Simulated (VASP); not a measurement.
Here is a VASP 6.6.1 calculation.

INCAR

```
SYSTEM = H15NO6
ALGO     = Normal         ! electronic algorithm
EDIFF    = 1E-6           ! SCF threshold, eV
ENCUT    = 520            ! plane-wave cutoff, eV
GGA      = PE             ! functional
ISIF     = 2              ! what is computed and relaxed
ISMEAR   = -1             ! smearing method
LASPH    = .True.         ! aspherical terms in the spheres
LCHARG   = .False.        ! write CHGCAR
LREAL    = Auto         
LWAVE    = .False.        ! write WAVECAR
NBANDS   = 45             ! bands
NELM     = 100            ! most SCF steps
PREC     = Accurate       ! precision mode
SIGMA    = 0.02           ! smearing width, eV
```

KPOINTS

```
k-points
0
Gamma
  1 1 1
  0 0 0
```

The input POSCAR:

```
H15NO6
1.0
    5.5955750000      0.0000000000      0.0000000000
    0.0000000000      5.5955750000      0.0000000000
    0.0000000000      0.0000000000      5.5955750000
O H N
6 15 1
Direct
    0.6526660508      0.4974949093      1.0391312416
    0.2538464491      0.1771812643      0.1519301861
    0.0929079390      0.7340219083      0.2587743705
    0.8679947080      0.9214760530      0.8449179361
    0.6662572085      0.0378444014      0.3076227575
    1.0051355087      0.2927286381      0.5609776091
    0.7955181745      0.5858109105      0.9942023718
    0.7070380388      0.3406676211      1.0907563548
    0.1807538287      0.0155159334      0.1488512124
    0.1864183007      0.2359671714      0.3060413154
    0.2020279300      0.7245890160      0.4019999372
    0.1510699822      0.6038345000      0.1596097267
    0.7264152066      0.9295044785      0.7435383921
    0.8110059585      0.9680253840      1.0055599974
    0.4985076685      0.0840744836      0.2574844368
    0.6665666750     -0.1354103737      0.3308764709
    0.8631992854      0.2372952816      0.4726927592
    1.0100744907      0.1733282075      0.6901900927
    0.3068166238      0.8270396808      0.7872039254
    0.1927665391      0.5764957950      0.6934337250
    0.4745686470      0.5894794648      0.7563237447
    0.3396474865      0.6854858712      0.6761288365
```

Potentials or basis: VASP PAW PBE potentials, release 64 (O, H, N).

Launch:

```console
$ cat potpaw_PBE.64/O/POTCAR potpaw_PBE.64/H/POTCAR potpaw_PBE.64/N/POTCAR > POTCAR
$ mpirun -np 1 vasp_gam > vasp.out
```

(1) Predict the largest force.

(2) Predict the band gap on the k mesh.

## Answers

(1) 0.185 eV/Å.

(2) 4.44 eV, direct.
